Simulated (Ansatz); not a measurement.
Base system: CoPt (space group P4/mmm, No. 123; a = 2.6770 Å, c = 3.7289 Å; ferromagnetic; relaxed with 0.1 eV smearing). Axes: x, y, z lie along a, b, c of the conventional cell.

Computed with Kohn–Sham DFT with the r2SCAN functional, run in Ansatz (a quantum-chemistry and plane-wave program) with PAW and 500 eV plane waves, scalar-relativistic without spin-orbit coupling.

Base values:

| Item | Value |
|---|---|
| Pressure | 0.0 GPa |

One thing is altered: a pure shear with ε_xy = ε_yx = 0.0392, atoms relaxed at fixed cell.

Q: What does the calculation give for the pressure after the change?

A: The pressure (mean of the normal stresses, compression positive) goes from zero to 2.0 GPa.

Q: How does this affect the energy relative to the base?

A: The energy increases by 4.8 meV/atom.

The magnetic state is the one reached from the starting moments; the real material's order can differ, and small cells can't hold many antiferromagnetic ones. The cells carry an imposed strain or load. No phonon test of stability was made.
